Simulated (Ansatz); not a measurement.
Stackings of close-packed layers of AlN (tetrahedral net, letters for double layers), each relaxed to a stress under 0.05 GPa; h and k mark layers whose two neighbours have the same or different letters; energies count from the stacking AB (P6_3mc).

These are results of Ansatz 0.2.0, DFT PBE, scalar-relativistic, plane waves, PAW, not measurements.

Cutoff 420 eV, Gaussian smearing of 0.02 eV, energies at zero smearing, symmetry of each start kept, no spin polarisation.

```json
{"start": "ABC (kkk)", "atoms": "6", "k mesh": "9×9×4", "excess energy (meV/atom)": "21.5", "spacing of like layers (Å)": "2.542", "a (Å)": "3.114", "gap on the mesh (eV)": "3.46"}
{"start": "ABCB (hkhk)", "atoms": "8", "k mesh": "9×9×3", "excess energy (meV/atom)": "11.2", "spacing of like layers (Å)": "2.528", "a (Å)": "3.121", "gap on the mesh (eV)": "4.00"}
{"start": "ABCACB (hkkhkk)", "atoms": "12", "k mesh": "9×9×2", "excess energy (meV/atom)": "14.8", "spacing of like layers (Å)": "2.533", "a (Å)": "3.118", "gap on the mesh (eV)": "3.92"}
{"start": "ABCBC (kkhhk)", "atoms": "10", "k mesh": "9×9×3", "excess energy (meV/atom)": "13.5", "spacing of like layers (Å)": "2.531", "a (Å)": "3.119", "gap on the mesh (eV)": "3.81"}
{"start": "ABABACB (hhhhkkk)", "atoms": "14", "k mesh": "9×9×2", "excess energy (meV/atom)": "9.9", "spacing of like layers (Å)": "2.526", "a (Å)": "3.122", "gap on the mesh (eV)": "3.79"}
```

An odd mesh misses points on the zone edge, so a gap read on it can be too wide.